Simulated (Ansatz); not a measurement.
# GaAs: what a guessed cell relaxes into, part 1 of 2

The task: take a trial cell of GaAs to zero force and stress.

Computed with Ansatz 0.2.0 (DFT PBE, scalar-relativistic, plane waves, PAW, unless a step's input says otherwise).

**1. The system as given**

It takes space group P6_3/mmc (No. 194, hexagonal). The conventional cell has a = 3.337 Å, b = 3.337 Å, c = 7.207 Å, α = 90.00°, β = 90.00°, γ = 120.00°. Around Ga (site symmetry -3m) lie 6 As at 2.64 Å. As (site symmetry -6m2) is surrounded by 6 Ga at 2.64 Å.

Coordinates:

```cif
data_structure
_symmetry_space_group_name_H-M 'P 1'
_symmetry_Int_Tables_number 1
_cell_length_a 3.3366
_cell_length_b 3.3366
_cell_length_c 7.2071
_cell_angle_alpha 90.000
_cell_angle_beta 90.000
_cell_angle_gamma 120.000
_cell_volume 69.49
loop_
_atom_site_label
_atom_site_type_symbol
_atom_site_fract_x
_atom_site_fract_y
_atom_site_fract_z
_atom_site_occupancy
Ga1 Ga 0.00000 0.00000 0.00000 1
Ga2 Ga 0.00000 0.00000 0.50000 1
As1 As 0.33333 0.66667 0.25000 1
As2 As 0.66667 0.33333 0.75000 1
```

A structure generator made this guess: ordered vacancies on the anion sites of aluminium diboride (P6_3/mmc, No. 194). Lengths come from tabulated atomic sizes and are only a guess.

**2. A first look at the guess**

Contents of input.yaml:

```yaml
crystal:
  lattice:
    - [3.33661826, 0.0, 0.0]
    - [-1.66830913, 2.88959618, 0.0]
    - [0.0, 0.0, 7.20709545]
  atoms:
    - { symbol: Ga, position: [0.0, 0.0, 0.0] }
    - { symbol: Ga, position: [0.0, 0.0, 0.5] }
    - { symbol: As, position: [0.33333333, 0.66666667, 0.25] }
    - { symbol: As, position: [0.66666667, 0.33333333, 0.75] }
basis:
  ecutwfc: 420
kpoints:
  mp_grid: { grid: [6, 6, 4] }
hamiltonian:
  xc: pbe
scf:
  occupations: { method: gaussian, width: 0.1 }
  lower_state_search: "off"
output:
  forces: true
  stress: true
  eigenvalues: true
```

Started as:

```sh
$ ansatz run input.yaml --threads 1 --pin off --max-ram 2048MiB --backend cpu --events-out ev --progress --plain --runs-dir out
```

The program printed, shortened:

```text
Warning: RAYON_NUM_THREADS=1 ignored (pool sized by the plan → 1); use --threads N
[...]
Pseudopotentials: kind: paw
Pseudopotential: Ga, paw, valence charge 13, recommended cutoff 420 eV (normal), Ga.paw.azcp
Pseudopotential: As, paw, valence charge 15, recommended cutoff 420 eV (normal), As.paw.azcp
Functional definition: PBE
[...]
Crystal: 4 atoms, lattice volume = 69.487 Å³
Basis set: ecut = 420 eV, 1393 PW (Γ), exchange–correlation on 48×48×100 points (8 copies of the dense FFT grid, shifted against one another)
Bands: 34, of which v1, the nominal top of the filled ones, is band 28 counted from 1 (27 counted from 0)
Symmetry: 24 space group operations
Space group: P63/mmc (ITA 194), of the structure as read, at distance tolerance 4.1e-5 Å
k-points: 21 of 144
[...]
SCF iter   1: F=—  HF=-17277.623627 eV  |F-HF|=—  |Δ(HF+E_count)|=         —  Δρ=2.39e-3  dr2=3.81e-3  ethr=1.77e-3  ⟨swp⟩=5.3  Hψ=2678  notcnv=0  defer=2
[...]
SCF iter   8: F=-17277.622284 eV  HF=-17277.622284 eV  |F-HF|=1.06e-8  |Δ(HF+E_count)|=   1.18e-8  Δρ=4.23e-6  dr2=9.99e-9  ethr=1.79e-10  ⟨swp⟩=6.8  Hψ=2996  notcnv=0
[...]
SCF converged after 8 iterations
Free energy (F): -17277.622284 eV
[...]
E sigma→0 (E₀):  -17277.616211 eV
Entropy (-TS):   -0.012146 eV (-3.036 meV/atom)
Fermi energy:    12.224392 eV
[...]
--- Forces (eV/Å), atoms counted from 1 ---
  atom   1  Ga     0.00000000     0.00000000     0.00000000
  atom   2  Ga     0.00000000    -0.00000000     0.00000000
  atom   3  As    -0.00000000     0.00000000    -0.00000000
  atom   4  As    -0.00000000    -0.00000000     0.00000000
[...]
--- Stress (GPa, compression-positive) ---
       15.179614       0.000000       0.000000
        0.000000      15.179614       0.000000
        0.000000       0.000000       2.523302
  P = ⅓ Tr σ = 10.9608 GPa (109.608 kbar)
--- Band table (eV; the first three rows and the last of 21) ---
[...]
```

Run time: 2.7 s. Hardware: 1 thread of Arm Neoverse V2, shared host; peak memory 0.35 GiB.

The probe gives pressure 11.0 GPa, largest force 0.00 eV/Å, gap on this mesh none (metal). A guess like this is first relaxed loosely on the coarse mesh.

**3. Rough relaxation on the coarse mesh**

input.yaml, as its differences from that of step 2:

```diff
@@ -23 +23,6 @@
   eigenvalues: true
+relax:
+  adjacent_minimum: "off"
+  f_tol: 0.04
+  max_steps: 70
+  cell: { stress_tol: 0.4 }
```

Started as:

```sh
$ ansatz run input.yaml --threads 1 --pin off --max-ram 2048MiB --backend cpu --events-out ev --progress --plain --runs-dir out
```

The program printed:

```text
Warning: RAYON_NUM_THREADS=1 ignored (pool sized by the plan → 1); use --threads N
Engine: ansatz 0.2.0, aarch64-unknown-linux-gnu
[... 4 set-up lines as earlier in the session ...]
  parameter kappa = 0.804
  parameter beta = 0.06672455060314922
  exchange = pbe_x(kappa = kappa, mu = beta*pi^2/3)
  correlation = pbe_c(beta = beta)
Crystal: 4 atoms, lattice volume = 69.487 Å³
Basis set: ecut = 420 eV, 1393 PW (Γ), exchange–correlation on 48×48×100 points (8 copies of the dense FFT grid, shifted against one another)
Bands: 34, of which v1, the nominal top of the filled ones, is band 28 counted from 1 (27 counted from 0)
[... 2 set-up lines as earlier in the session ...]
k-points: 21 of 144
Non-local potential: Ga, projectors of the file, l = 0: 2, l = 1: 2, l = 2: 3, l = 3: 1
Non-local potential: As, projectors of the file, l = 0: 2, l = 1: 2, l = 2: 3, l = 3: 1
PAW form: soft (Blöchl's): semilocal exchange-correlation on the pseudo side does not see the compensation charge
PAW one-centre angular grid: Ga, 590 points (default); XC on 64 Gauss nodes
PAW one-centre angular grid: As, 590 points (default); XC on 64 Gauss nodes
Initial density: superposition of atomic densities (neutral atoms: chi_scale 0, normalization atom), corrected by the library's trained network
Initial wavefunctions: pseudopotential atomic-orbital guess
Functional: x = pbe(κ = 0.804, μ = 0.2195149727645171), c = pbe(β = 0.06672455060314922)
SCF iter   1: F=—  HF=-17277.623628 eV  |F-HF|=—  |Δ(HF+E_count)|=         —  Δρ=2.39e-3  dr2=3.81e-3  ethr=1.77e-3  ⟨swp⟩=5.3  Hψ=2678  notcnv=0  defer=2
preconditioner: auto → Kerker (q_TF=auto, 2.632 Å⁻¹)  [metal: Δε(μ)=0.128 eV  Ē_g=14.679 eV  σ=0.100 eV  W_gap=0.50  n_scr=24 (ndim 8)  ℏωp=26.7 eV  f_vac=0.000  D(μ)=2.43/eV (n_scr^D=22)]
SCF iter   2: F=—  HF=-17277.622400 eV  |F-HF|=—  |Δ(HF+E_count)|=   1.23e-3  Δρ=1.63e-3  dr2=1.95e-3  ethr=6.81e-6  ⟨swp⟩=2.7  Hψ=1251  notcnv=0  defer=5
preconditioner: auto → Resta (q_TF=auto, 2.632 Å⁻¹)  ε∞=4.3  [insulator: Δε(μ)=0.130 eV  Ē_g=14.673 eV  σ=0.100 eV  W_gap=0.50  n_scr=24 (ndim 8)  ℏωp=26.7 eV  f_vac=0.000  D(μ)=2.43/eV (n_scr^D=22)  ε∞_Penn≈4.3]
SCF iter   3: F=—  HF=-17277.622876 eV  |F-HF|=—  |Δ(HF+E_count)|=   4.76e-4  Δρ=1.05e-3  dr2=5.05e-4  ethr=3.48e-6  ⟨swp⟩=2.0  Hψ=1223  notcnv=0  defer=5
SCF iter   4: F=—  HF=-17277.622365 eV  |F-HF|=—  |Δ(HF+E_count)|=   5.11e-4  Δρ=4.10e-4  dr2=6.59e-5  ethr=9.01e-7  ⟨swp⟩=2.0  Hψ=1036  notcnv=0  defer=5
SCF iter   5: F=—  HF=-17277.622301 eV  |F-HF|=—  |Δ(HF+E_count)|=   6.34e-5  Δρ=9.22e-5  dr2=4.15e-6  ethr=1.18e-7  ⟨swp⟩=2.0  Hψ=1256  notcnv=0  defer=5
SCF iter   6: F=—  HF=-17277.622284 eV  |F-HF|=—  |Δ(HF+E_count)|=   1.77e-5  Δρ=3.20e-5  dr2=7.30e-7  ethr=7.40e-9  ⟨swp⟩=2.0  Hψ=1256  notcnv=0  defer=5
SCF iter   7: F=—  HF=-17277.622284 eV  |F-HF|=—  |Δ(HF+E_count)|=   3.31e-8  Δρ=1.41e-5  dr2=1.49e-7  ethr=1.30e-9  ⟨swp⟩=2.0  Hψ=1037  notcnv=0  defer=5
SCF iter   8: F=-17277.622284 eV  HF=-17277.622284 eV  |F-HF|=1.07e-8  |Δ(HF+E_count)|=   1.18e-8  Δρ=4.23e-6  dr2=9.98e-9  ethr=1.79e-10  ⟨swp⟩=6.8  Hψ=2997  notcnv=0
SCF 1 converged in 8 iterations: F = -17277.622284 eV  dr2 = 9.98e-9
relax step   1: F+E_penalty+E_count = -17277.62228358 eV  Δ(F+E_penalty+E_count) = +0.000e0 eV  max|allowed force component| = 2.776e-17 eV/Å  Δτ_max = 0.0000 Å  P = +10.961 GPa  Ω = 69.487 Å³  (8 SCF iters, dr2 threshold 1.00e-7 eV, accepted)
Crystal: 4 atoms, lattice volume = 75.632 Å³
Basis set: ecut = 420 eV, 1493 PW (Γ), exchange–correlation on 48×48×100 points (8 copies of the dense FFT grid, shifted against one another)
Initial density: handed on by an earlier stage of this run
Initial wavefunctions: those handed on with the density
iter 1 solved again at ethr=1.37e-5 eV; its pass at ethr=3.10e-3 eV (dr2=7.69e-3 eV) is discarded
SCF iter   1: F=—  HF=-17278.052996 eV  |F-HF|=—  |Δ(HF+E_count)|=         —  Δρ=3.01e-3  dr2=7.68e-3  ethr=1.37e-5  ⟨swp⟩=1.7  Hψ=4420  notcnv=0
preconditioner: auto → Resta (q_TF=auto, 2.595 Å⁻¹)  ε∞=4.2  [insulator: Δε(μ)=0.124 eV  Ē_g=14.326 eV  σ=0.100 eV  W_gap=0.60  n_scr=22 (ndim 8)  ℏωp=25.6 eV  f_vac=0.000  D(μ)=2.62/eV (n_scr^D=22)  ε∞_Penn≈4.2]
SCF iter   2: F=—  HF=-17278.051946 eV  |F-HF|=—  |Δ(HF+E_count)|=   1.05e-3  Δρ=1.78e-3  dr2=2.48e-3  ethr=1.37e-5  ⟨swp⟩=1.4  Hψ=741  notcnv=0
SCF iter   3: F=—  HF=-17278.051808 eV  |F-HF|=—  |Δ(HF+E_count)|=   1.38e-4  Δρ=4.51e-4  dr2=8.67e-5  ethr=4.43e-6  ⟨swp⟩=2.0  Hψ=1086  notcnv=0
SCF iter   4: F=—  HF=-17278.051658 eV  |F-HF|=—  |Δ(HF+E_count)|=   1.50e-4  Δρ=1.49e-4  dr2=1.45e-5  ethr=1.55e-7  ⟨swp⟩=3.0  Hψ=1447  notcnv=0
SCF iter   5: F=—  HF=-17278.051661 eV  |F-HF|=—  |Δ(HF+E_count)|=   3.03e-6  Δρ=5.20e-5  dr2=3.22e-6  ethr=2.59e-8  ⟨swp⟩=3.0  Hψ=1308  notcnv=0
SCF iter   6: F=-17278.051660 eV  HF=-17278.051660 eV  |F-HF|=7.26e-8  |Δ(HF+E_count)|=   1.01e-6  Δρ=1.10e-5  dr2=9.01e-8  ethr=7.14e-10  ⟨swp⟩=4.1  Hψ=3576  notcnv=0
SCF 2 converged in 6 iterations: F = -17278.051660 eV  dr2 = 9.01e-8
relax step   2: F+E_penalty+E_count = -17278.05165988 eV  Δ(F+E_penalty+E_count) = -4.294e-1 eV  max|allowed force component| = 2.949e-17 eV/Å  Δτ_max = 0.0000 Å  P = +3.034 GPa  Ω = 75.632 Å³  energy of the carried Pulay correction = -1.664e-3 eV  (6 SCF iters, dr2 threshold 4.00e-7 eV, accepted)
Crystal: 4 atoms, lattice volume = 79.066 Å³
Basis set: ecut = 420 eV, 1523 PW (Γ), exchange–correlation on 48×48×100 points (8 copies of the dense FFT grid, shifted against one another)
iter 1 solved again at ethr=1.64e-5 eV; its pass at ethr=3.10e-3 eV (dr2=9.17e-3 eV) is discarded
SCF iter   1: F=—  HF=-17278.271879 eV  |F-HF|=—  |Δ(HF+E_count)|=         —  Δρ=3.79e-3  dr2=9.27e-3  ethr=1.64e-5  ⟨swp⟩=2.0  Hψ=4856  notcnv=0
preconditioner: auto → Kerker (q_TF=auto, 2.576 Å⁻¹)  [metal: Δε(μ)=0.024 eV  Ē_g=14.203 eV  σ=0.100 eV  W_gap=0.13  n_scr=22 (ndim 8)  ℏωp=25.1 eV  f_vac=0.000  D(μ)=3.89/eV (n_scr^D=36)]
SCF iter   2: F=—  HF=-17278.271380 eV  |F-HF|=—  |Δ(HF+E_count)|=   4.99e-4  Δρ=2.35e-3  dr2=3.25e-3  ethr=1.64e-5  ⟨swp⟩=2.1  Hψ=1085  notcnv=0
SCF iter   3: F=—  HF=-17278.271682 eV  |F-HF|=—  |Δ(HF+E_count)|=   3.02e-4  Δρ=7.94e-4  dr2=4.52e-4  ethr=5.81e-6  ⟨swp⟩=2.3  Hψ=1194  notcnv=0
SCF iter   4: F=—  HF=-17278.271437 eV  |F-HF|=—  |Δ(HF+E_count)|=   2.45e-4  Δρ=2.49e-4  dr2=6.28e-5  ethr=8.06e-7  ⟨swp⟩=3.0  Hψ=1396  notcnv=0
SCF iter   5: F=—  HF=-17278.271407 eV  |F-HF|=—  |Δ(HF+E_count)|=   2.94e-5  Δρ=6.38e-5  dr2=4.37e-6  ethr=1.12e-7  ⟨swp⟩=2.0  Hψ=944  notcnv=0
SCF iter   6: F=—  HF=-17278.271409 eV  |F-HF|=—  |Δ(HF+E_count)|=   1.80e-6  Δρ=2.84e-5  dr2=6.72e-7  ethr=7.80e-9  ⟨swp⟩=2.0  Hψ=1298  notcnv=0
SCF iter   7: F=-17278.271408 eV  HF=-17278.271408 eV  |F-HF|=3.59e-9  |Δ(HF+E_count)|=   1.49e-6  Δρ=1.61e-5  dr2=1.91e-7  ethr=7.14e-10  ⟨swp⟩=7.1  Hψ=3738  notcnv=0
SCF 3 converged in 7 iterations: F = -17278.271408 eV  dr2 = 1.91e-7
relax step   3: F+E_penalty+E_count = -17278.27140778 eV  Δ(F+E_penalty+E_count) = -2.197e-1 eV  max|allowed force component| = 1.735e-17 eV/Å  Δτ_max = 0.0000 Å  P = -0.185 GPa  Ω = 79.066 Å³  energy of the carried Pulay correction = -2.534e-3 eV  (7 SCF iters, dr2 threshold 4.00e-7 eV, accepted)
[... 11 lines left out ...]
relax step   4: F+E_penalty+E_count = -17278.33360344 eV  Δ(F+E_penalty+E_count) = -6.220e-2 eV  max|allowed force component| = 6.939e-18 eV/Å  Δτ_max = 0.0000 Å  P = -0.504 GPa  Ω = 79.373 Å³  energy of the carried Pulay correction = -2.610e-3 eV  (6 SCF iters, dr2 threshold 4.00e-7 eV, accepted)
[... 9 lines left out ...]
relax step   5: F+E_penalty+E_count = -17278.33488867 eV  Δ(F+E_penalty+E_count) = -1.285e-3 eV  max|allowed force component| = 1.937e-17 eV/Å  Δτ_max = 0.0000 Å  P = -0.195 GPa  Ω = 78.999 Å³  energy of the carried Pulay correction = -2.517e-3 eV  (4 SCF iters, dr2 threshold 4.00e-7 eV, accepted)
[... 7 lines left out ...]
relax step   6: F+E_penalty+E_count = -17278.33569023 eV  Δ(F+E_penalty+E_count) = -8.016e-4 eV  max|allowed force component| = 1.359e-17 eV/Å  Δτ_max = 0.0000 Å  P = -0.102 GPa  Ω = 78.921 Å³  energy of the carried Pulay correction = -2.498e-3 eV  (3 SCF iters, dr2 threshold 4.00e-7 eV, accepted)
[... 12 lines left out ...]
relax step   7: F+E_penalty+E_count = -17278.34960892 eV  Δ(F+E_penalty+E_count) = -1.392e-2 eV  max|allowed force component| = 1.446e-17 eV/Å  Δτ_max = 0.0000 Å  P = +0.239 GPa  Ω = 78.921 Å³  stress off target by 4.03e-1 GPa  SCF on the basis re-selected at this cell (its energy is not comparable with the rows above)  (7 SCF iters)
[... 8 lines left out ...]
relax step   8: F+E_penalty+E_count = -17278.35010966 eV  Δ(F+E_penalty+E_count) = -5.007e-4 eV  max|allowed force component| = 1.966e-17 eV/Å  Δτ_max = 0.0000 Å  P = +0.070 GPa  Ω = 79.143 Å³  energy of the carried Pulay correction = -5.629e-5 eV  (3 SCF iters, dr2 threshold 4.00e-7 eV, accepted)
Basis set: ecut = 420 eV, 1581 PW (Γ), exchange–correlation on 54×54×90 points (8 copies of the dense FFT grid, shifted against one another)
iter 1 solved again at ethr=4.79e-8 eV; its pass at ethr=3.10e-3 eV (dr2=2.68e-5 eV) is discarded
SCF iter   1: F=—  HF=-17278.350087 eV  |F-HF|=—  |Δ(HF+E_count)|=         —  Δρ=1.09e-4  dr2=2.47e-7  ethr=4.79e-8  ⟨swp⟩=2.5  Hψ=4167  notcnv=0
preconditioner: auto → Resta (q_TF=auto, 2.575 Å⁻¹)  ε∞=4.1  [insulator: Δε(μ)=0.221 eV  Ē_g=14.272 eV  σ=0.100 eV  W_gap=0.86  n_scr=22 (ndim 8)  ℏωp=25.0 eV  f_vac=0.000  D(μ)=0.37/eV (n_scr^D=0)  ε∞_Penn≈4.1]
SCF iter   2: F=—  HF=-17278.350164 eV  |F-HF|=—  |Δ(HF+E_count)|=   7.65e-5  Δρ=5.54e-5  dr2=7.95e-8  ethr=4.41e-10  ⟨swp⟩=2.2  Hψ=1206  notcnv=0
SCF iter   3: F=—  HF=-17278.350185 eV  |F-HF|=—  |Δ(HF+E_count)|=   2.16e-5  Δρ=1.14e-5  dr2=6.06e-9  ethr=1.42e-10  ⟨swp⟩=2.3  Hψ=1060  notcnv=0
SCF iter   4: F=-17278.350186 eV  HF=-17278.350186 eV  |F-HF|=7.30e-9  |Δ(HF+E_count)|=   9.28e-7  Δρ=1.37e-6  dr2=7.38e-10  ethr=4.57e-12  ⟨swp⟩=4.2  Hψ=2604  notcnv=0
SCF 9 converged in 4 iterations: F = -17278.350186 eV  dr2 = 7.38e-10
relax step   9: F+E_penalty+E_count = -17278.35018640 eV  Δ(F+E_penalty+E_count) = -7.674e-5 eV  max|allowed force component| = 2.197e-17 eV/Å  Δτ_max = 0.0000 Å  P = +0.069 GPa  Ω = 79.143 Å³  stress off target by 8.78e-2 GPa  SCF on the basis re-selected at this cell (its energy is not comparable with the rows above)  (4 SCF iters)
basis re-selected at this cell: Δ(F+E_penalty+E_count) = -7.674e-5 eV, ΔP = -0.002 GPa vs the last step (what re-selecting the basis moved, of the pressure what is left beyond the Pulay correction that the steps carried, after the strain that the cell walked since its last selection, with what the two solves' SCF thresholds leave and, on support functions, any second-order correction that the steps lacked; it is no measure of the basis error at this ecutwfc). The dense FFT grid was sized anew with the basis: this SCF ran on 27×27×45 points, the steps before it on 25×25×45, so part of this shift can come from that change (see relax.cell in the input reference). This SCF's stress stands 8.78e-2 GPa from its target on what of the cell is left free (relax.cell.stress_tol is 4.00e-1 GPa) and its largest allowed force component is 2.20e-17 eV/Å (relax.f_tol is 4.00e-2 eV/Å): within both
SCF converged after 4 iterations
Free energy (F): -17278.350186 eV
Harris-Foulkes:  -17278.350186 eV  (|F-HF|=7.30e-9)
Internal energy: -17278.348321 eV  (E = F + TS)
E sigma→0 (E₀):  -17278.349253 eV
Entropy (-TS):   -0.001866 eV (-0.466 meV/atom)
Fermi energy:    10.005245 eV
--- Per-component energies (eV) ---
  E_band       = -525.374645
  E_kinetic    = 435.153292
  E_local      = -6872.467939  (includes V_loc(G=0)·N_el)
  E_nonlocal   = -493.158465
  E_hartree    = 3517.035443
  E_xc         = -296.229208
  E_vxc        = -273.830712  (∫ρ·V_xc dr)
  E_paw        = -7645.994028  (= ΣΔE_a)
  E_vpaw       = -355.140882  (= ΣTr[D̂ρ^β])
  E_aug_tail   = -0.000233  (compensation charges beyond the density's cutoff)
  E_ewald      = -5922.687182
  E_smearing   = -0.001866  (= −TS)
  E_closure    = 0.000000  (closes the sum)
  Σ components = -17278.350186   (vs F -17278.350186, Δ=0.00e0)
--- Forces (eV/Å), atoms counted from 1 ---
  atom   1  Ga     0.00000000     0.00000000     0.00000000
  atom   2  Ga     0.00000000    -0.00000000     0.00000000
  atom   3  As     0.00000000     0.00000000     0.00000000
  atom   4  As    -0.00000000    -0.00000000    -0.00000000
  max |Σ_I F_I| component: 6.94e-18 eV/Å
--- Stress (GPa, compression-positive) ---
        0.087777       0.000000       0.000000
        0.000000       0.087777       0.000000
        0.000000       0.000000       0.030314
  P = ⅓ Tr σ = 0.0686 GPa (0.686 kbar)
--- Band table (eV; the first three rows and the last of 21) ---
  k-point 0: bands = ["-25.3976", "-25.3976", "-25.3976", "-25.3976", "-25.3883", "-25.3883", "-25.3869", "-25.3869", "-25.3815", "-25.3806", "-4.7905", "-4.7682", "-4.7682", "-4.7238", "-4.7238", "-4.7130", "-4.7130", "-4.6849", "-4.6849", "-4.6773", "-3.0522", "-1.0608", "2.2802", "9.4034", "9.5532", "10.0939", "10.0939", "10.5521", "10.5521", "12.8176", "15.1526", "15.1526", "15.2475", "15.2475"]
  k-point 1: bands = ["-25.3976", "-25.3976", "-25.3976", "-25.3976", "-25.3881", "-25.3881", "-25.3871", "-25.3871", "-25.3814", "-25.3808", "-4.7725", "-4.7607", "-4.7607", "-4.7290", "-4.7290", "-4.7099", "-4.7099", "-4.6928", "-4.6904", "-4.6904", "-2.8677", "-1.5571", "3.1484", "7.2464", "10.1787", "10.1787", "10.5083", "10.5083", "11.2150", "12.6940", "14.9265", "14.9265", "14.9353", "14.9353"]
  k-point 2: bands = ["-25.3976", "-25.3976", "-25.3976", "-25.3976", "-25.3876", "-25.3876", "-25.3876", "-25.3876", "-25.3811", "-25.3811", "-4.7437", "-4.7437", "-4.7437", "-4.7437", "-4.7314", "-4.7314", "-4.7014", "-4.7014", "-4.7014", "-4.7014", "-2.3320", "-2.3320", "5.0114", "5.0114", "10.3642", "10.3642", "10.3642", "10.3642", "12.2199", "12.2199", "14.7134", "14.7134", "14.7134", "14.7134"]
  k-point 20: bands = ["-25.3961", "-25.3961", "-25.3957", "-25.3957", "-25.3885", "-25.3885", "-25.3885", "-25.3885", "-25.3792", "-25.3792", "-4.8180", "-4.8180", "-4.7594", "-4.7594", "-4.7053", "-4.7053", "-4.6982", "-4.6982", "-4.6920", "-4.6920", "-0.0373", "-0.0373", "3.4736", "3.4736", "5.5103", "5.5103", "9.6529", "9.6529", "10.4901", "10.4901", "12.2563", "12.2563", "17.2328", "17.2328"]
--- Relaxed structure (7 steps of the walk, 7 accepted, 2 SCFs on fresh bases) ---
  F+E_penalty+E_count = -17278.35018640 eV   max|allowed force component| = 2.197e-17 eV/Å   (the final SCF, on the basis selected at the relaxed cell)
  cell:  # Å, volume = 79.1426 Å³
    - [3.7441507871799837, 1.1723041111398454e-34, 7.815360740932303e-34]
    - [-1.8720753935899919, 3.242529697297369, 3.311840633679924e-34]
    - [7.87788363044045e-34, 1.800659115529246e-33, 6.518877319594018]
  atoms:
    - { symbol: Ga, position: [-1.205202956459026e-34, -7.637035045889109e-35, -9.29900980496676e-36] }
    - { symbol: Ga, position: [3.6883021432086545e-34, 3.443608529782717e-34, 0.49999999999999994] }
    - { symbol: As, position: [0.33333333333333337, 0.6666666666666667, 0.24999999999999997] }
    - { symbol: As, position: [0.6666666666666666, 0.33333333333333337, 0.7499999999999999] }
```

Wall time 26 s (1 thread of Arm Neoverse V2, shared host); peak memory 0.37 GiB.

Relaxation path:

```csv
step,energy from step 1 (eV/cell),largest force component (eV/Å),pressure (GPa),volume (Å³)
1,0.0000,0.0000,10.96,69.49
2,-0.4294,0.0000,3.03,75.63
3,-0.6491,0.0000,-0.19,79.07
4,-0.7113,0.0000,-0.50,79.37
5,-0.7126,0.0000,-0.20,79.00
6,-0.7134,0.0000,-0.10,78.92
7,-0.7273,0.0000,0.24,78.92
8,-0.7278,0.0000,0.07,79.14
9,-0.7279,0.0000,0.07,79.14
```

Step 1 is the start. Steps 7, 9 each repeat the geometry before them on a plane-wave basis chosen anew, so the energy can jump there without any move.

|  | before | after | change |
| --- | --- | --- | --- |
| a (Å) | 3.337 | 3.744 | +12.2 % |
| b (Å) | 3.337 | 3.744 | +12.2 % |
| c (Å) | 7.207 | 6.519 | -9.5 % |
| volume (Å³/atom) | 17.37 | 19.79 | +13.9 % |
| shortest distance (Å) | 2.638 | 2.707 | +2.6 % |
| space group (0.01 Å) | P6_3/mmc | P6_3/mmc | same |

Forces and stress were held to the start's 24 operations: a distortion of lower symmetry was not tested.

(Continued in part 2 of 2.)
